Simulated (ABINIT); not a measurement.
Hf:

```xyz
2
Lattice="3.1967 0.0000 0.0000 -1.5983 2.7684 0.0000 0.0000 0.0000 5.0578" Properties=species:S:1:pos:R:3 pbc="T T T"
Hf    1.5984    0.9228    3.7934
Hf    0.0000    1.8456    1.2645
```

Base run:

```yaml
Program: ABINIT 10.8.3 (patched build)
Functional: LDA
Potentials_or_basis: PseudoDojo NC SR LDA v0.4.1 standard
Cutoff: 707 eV
k_mesh: 8 × 8 × 4
Occupations: fermi-dirac, width 0.05 eV
Spin: no spin polarisation
```

Its results: pressure -9.2 GPa.

**Question.** The run is repeated on the same cell with these changes: k mesh from 8 × 8 × 4 to 16 × 16 × 8, shifted; occupations from fermi-dirac, width 0.05 eV to fermi-dirac, width 0.2 eV. What comes out?

**Answer.** Pressure -8.5 GPa.
